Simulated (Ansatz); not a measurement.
Set up this calculation in Ansatz 0.2.0, as the native input.

| Quantity | Value |
| --- | --- |
| Task | single point |
| Functional | PBE |
| Potentials or basis | Ansatz PAW |
| Cutoff | 420 eV (not typed: the program's choice for these potentials) |
| k mesh | 9 × 9 × 9 |
| Occupations | gaussian, width 0.011 eV |
| Spin | collinear spin, ferromagnetic start |
| Starting moments | [4.0, 0.0] μB |

MnO:

```
Mn O
1.0
     2.97129   -1.71698    0.00000
     2.97129    1.71698    0.00000
    -1.98463    0.00000    2.81031
Mn O
1 1
Direct
  0.50020 0.50020 0.50067
  0.74980 0.74980 0.24934
```

The cell comes from a database or a generator and needn't be the stable form of this composition.

The input as run:

input.yaml

```yaml
crystal:
  lattice:
    - [2.9712935166, -1.7169813801, 0.0]
    - [2.9712935166, 1.7169813801, 0.0]
    - [-1.9846287531, 0.0, 2.8103092467]
  atoms:
    - { symbol: Mn, position: [0.500199, 0.500199, 0.500665], spin: 4.0 }
    - { symbol: O, position: [0.7498025, 0.7498025, 0.249336] }
hamiltonian:
  xc: pbe
  pseudopotentials: { kind: paw }
magnetization:
  spin_polarized: true
kpoints:
  mp_grid: { grid: [9, 9, 9] }
scf:
  occupations: { method: gaussian, width: 0.011 }
output:
  forces: true
  stress: true
  eigenvalues: true
  write_density: true
  write_potential: true
  elf: true
  volumetric_format: npy
```

Potentials or basis: Ansatz PAW.

Run with:

```console
$ ansatz run input.yaml --threads 2 --pin off --max-ram 5632MiB --backend cpu --events-out ev --progress --plain --runs-dir out
```

Results of the run:

The pressure is -3.9 GPa and the band gap on the k mesh is none (metal or under the smearing width). The net moment is 5.00 μB per cell. The absolute moment is 5.00 μB per cell and the site moments are Mn +4.02; O +0.21 μB.

Caveat: the pressure holds a Pulay correction of +0.5 GPa for the finite cutoff; a cell with one magnetic atom can't hold antiferromagnetic order, which such compounds often take; semilocal functionals often make such compounds metallic where correlation or magnetic order opens a gap, which also shifts bond lengths.

Run time: 5.3 s on 2 threads of AMD EPYC 9B45 (Zen 5), with other jobs on the host, peak memory 0.56 GiB.
